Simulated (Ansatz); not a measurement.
WS2 in Ansatz: the effect of exact exchange

The system is WS2, a slab with vacuum.

```xyz
3
Lattice="3.1835 0.0000 0.0000 -1.5918 2.7570 0.0000 0.0000 0.0000 16.9506" Properties=species:S:1:pos:R:3 pbc="T T T"
W     0.0000    0.0000    0.0000
S     0.0000    1.8380    1.5595
S     0.0000    1.8380   15.3911
```

Alike in all runs:

```yaml
Program: Ansatz 0.2.0
Task: single point
Functional: HSE06 form with a typed share of exact exchange
Potentials_or_basis: Ansatz PAW
Cutoff: "420 eV (not typed: the program's choice for these potentials)"
k_mesh: 5 × 5 × 1
Occupations: fermi-dirac, width 0.05 eV
Spin: no spin polarisation
```

| exact exchange | gap on the mesh (eV) | largest force (eV/Å) |
| --- | --- | --- |
| 0.25 | 2.81 | 0.23 |
| 0.3 | ? | ? |
| 0.4 | 3.21 | 0.51 |
| 0.5 | 3.49 | 0.70 |

**Question.** What does the run with exact exchange 0.3 give?

**Answer.** gap on the mesh 2.94 eV; largest force 0.33 eV/Å.

Worked out: A straight line through the other rows of the gap on the mesh, of slope 2.72 eV per unit of exact exchange, gives 2.94 eV, against the run's 2.94. A straight line through the other rows of the largest force, of slope 1.88 eV/Å per unit of exact exchange, gives 0.32 eV/Å, against the run's 0.33.

Caveats: all runs use coarse meshes; odd divisions of the mesh miss points on the zone boundary, where band edges often lie, so the gap on the mesh can be too wide; spin-orbit coupling is left out, which moves the levels of the heavy elements; the PAW data sets come from PBE, with cores solved anew for the run's functional, which leaves a small shift of forces and pressure.

A k mesh can miss the band edges.
